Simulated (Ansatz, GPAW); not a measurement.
**One calculation of CoO, 3 ways**

```xyz
2
Lattice="0.0000 2.1315 2.1315 2.1315 0.0000 2.1315 2.1315 2.1315 0.0000" Properties=species:S:1:pos:R:3 pbc="T T T"
Co    0.0000    0.0000    0.0000
O     2.1315    2.1315    2.1315
```

Alike in all runs: task single point; functional PBE; k mesh 11 × 11 × 11; occupations gaussian, width 0.025 eV; collinear spin, ferromagnetic start; no spin-orbit coupling. The measured crystal is an antiferromagnetic insulator; the state found here is the runs' own. Pressure is positive in compression and, in plane waves, holds the error of the finite cutoff, which Ansatz's Pulay term estimates and takes out.

| program and potentials | plane-wave cutoff (eV) | notes | pressure (GPa) | net moment per atom (μB) |
| --- | --- | --- | --- | --- |
| Ansatz, Ansatz PAW | 420 | 11.5 valence electrons an atom on average; Pulay term of +0.74 GPa included | -1.59 | 1.49 |
| GPAW, GPAW PAW data sets (gpaw-data 1.2.1) | 800 | 7.5 valence electrons an atom on average | -1.08 | 1.49 |
| Ansatz, all-electron LAPW, scalar-relativistic | - | - | -1.69 | 1.49 |

The pressure spans -1.69 (Ansatz, all-electron LAPW, scalar-relativistic) to -1.08 GPa (GPAW, GPAW PAW data sets (gpaw-data 1.2.1)), with all-electron results at -1.69. All agree on the net moment per atom. The state is the one that the start led to, which needn't be the lowest.

Differences between rows come from potentials, basis sets and numerical settings, since the functional is the same but for its coding. Runs on potential files found faulty are left out.

All three runs find the ferromagnetic cell under slight tension, so this state would lower its energy by contracting. The net moment of 1.49 μB per atom, counted over both atoms of the formula unit, is close to the three unpaired electrons of high-spin Co²⁺, a d⁷ ion with two holes in the minority-spin eg shell and one in t2g. Exchange splitting outweighs the octahedral ligand field, and because this filling fixes the moment, it barely responds to the treatment of the core.

The pressure is more sensitive, and the smaller tension in GPAW may come from leaving the Co 3s and 3p shells in the frozen core. In undistorted cubic symmetry the minority t2g band is only partly filled, so a semilocal functional would probably make this state metallic; the observed insulator depends on strong d-d correlation, together with orbital polarisation. The sign of the pressure gives the direction of relaxation, but a single volume doesn't fix the equilibrium lattice constant.
